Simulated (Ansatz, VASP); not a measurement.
Two plane-wave programs on Si

```
Si
1.0
     0.00000    2.74610    2.72704
     2.74610    0.00000    2.72704
     2.74610    2.74610    0.00000
Si
2
Cartesian
  0.0000 0.0000 0.0000
  1.3731 1.3731 1.3635
```

Change from the starting cell: strained cell.

Alike in both runs: task relaxation of the atoms; functional PBE; k mesh 8 × 8 × 8; occupations gaussian, width 0.02 eV; no spin polarisation.

|  | VASP | Ansatz |
| --- | --- | --- |
| version | VASP 6.6.1 | Ansatz 0.2.0 |
| potentials or method | VASP PAW PBE potentials, release 64 (Si) | scalar-relativistic, plane waves, PAW |
| plane-wave cutoff (eV) | 520 | 420 |
| valence electrons in the cell | 8 | 8 |

|  | VASP | Ansatz | Ansatz less VASP |
| --- | --- | --- | --- |
| gap on the k mesh at the Fermi level, each at its own relaxed structure (eV) | 0.59 | 0.58 | -0.003 |

Ansatz warned: «stress_scf_threshold_loose».

Caveats: the relaxation stopped at its first step, so nothing moved. A k mesh can miss the band edges.
